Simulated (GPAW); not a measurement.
Set up this calculation in GPAW 26.7.0, as an ASE script.

```yaml
Task: relaxation of cell and atoms
Functional: PBEsol
Dispersion: D4
Potentials_or_basis: PAW data sets generated in the run's folder for this functional
Cutoff: 600 eV
Basis: pw
k_mesh: 12 × 12 × 12
Occupations: fermi-dirac, width 0.05 eV
Spin: no spin polarisation
Maxiter: 150
Optimizer: BFGS
Fmax: 0.02 eV/Å
Max_steps: 60
Convergence: density=1e-05 forces=0.0001
```

The system is Zn.

```
Zn
1.0
     0.00000    1.96478    1.96478
     1.96478    0.00000    1.96478
     1.96478    1.96478    0.00000
Zn
1
Cartesian
  0.0000 0.0000 0.0000
```

This isn't the form of Zn at room conditions, which is hcp.

The input as run:

run.py

```python
from ase import Atoms
from ase.calculators.mixing import SumCalculator
from ase.filters import FrechetCellFilter
from ase.io import write
from ase.optimize import BFGS
from dftd4.ase import DFTD4
from gpaw import GPAW, PW, setup_paths

setup_paths.insert(0, '.')

atoms = Atoms(['Zn'],
              cell=[[0.0, 1.964776, 1.964776],
                    [1.964776, 0.0, 1.964776],
                    [1.964776, 1.964776, 0.0]],
              scaled_positions=[[0.0, 0.0, 0.0]],
              pbc=True)

calc = GPAW(mode=PW(600),
            xc='PBEsol',
            kpts={'size': (12, 12, 12), 'gamma': True},
            occupations={'name': 'fermi-dirac', 'width': 0.05},
            nbands=13,
            convergence={'density': 1e-05, 'forces': 0.0001},
            maxiter=150,
            txt='gpaw.txt')
atoms.calc = SumCalculator([calc, DFTD4(method='pbesol')])
opt = BFGS(FrechetCellFilter(atoms), trajectory='relax.traj', logfile='-')
done = opt.run(fmax=0.02, steps=60)
calc.write('gs.gpw')
write('result.traj', atoms)
print('Converged:', done)
print('Cell:', atoms.cell.cellpar().round(4))
print('Volume:', round(atoms.get_volume(), 4))
print(atoms.get_scaled_positions().round(5))
```

Potentials or basis: PAW data sets generated in the run's folder for this functional, pw.

The run is started by

```console
$ gpaw-setup -f PBEsol Zn
$ OMP_NUM_THREADS=1 python run.py
```

It gave:

- Relaxed volume: 13.76 Å³/atom
- Relaxed cell: a = 2.690 Å, b = 2.690 Å, c = 2.690 Å, α = 60.00°, β = 60.00°, γ = 60.00°
- Space group after relaxing (to 0.05 Å): Fm-3m (No. 225)
- Energy gained by relaxing: 36.2 meV/atom
- Ionic steps: 4
- Pressure after relaxing: -0.2 GPa
- Band gap on the k mesh: none (metal or under the smearing width)
- Dispersion energy per atom: -0.204 eV

Caveat: later steps reuse the first step's grids; pairwise dispersion overbinds metals, which lowers pressure and volume.

Run time: 40 s on 1 thread of Arm Neoverse V1, on a shared host, peak memory 0.17 GiB.
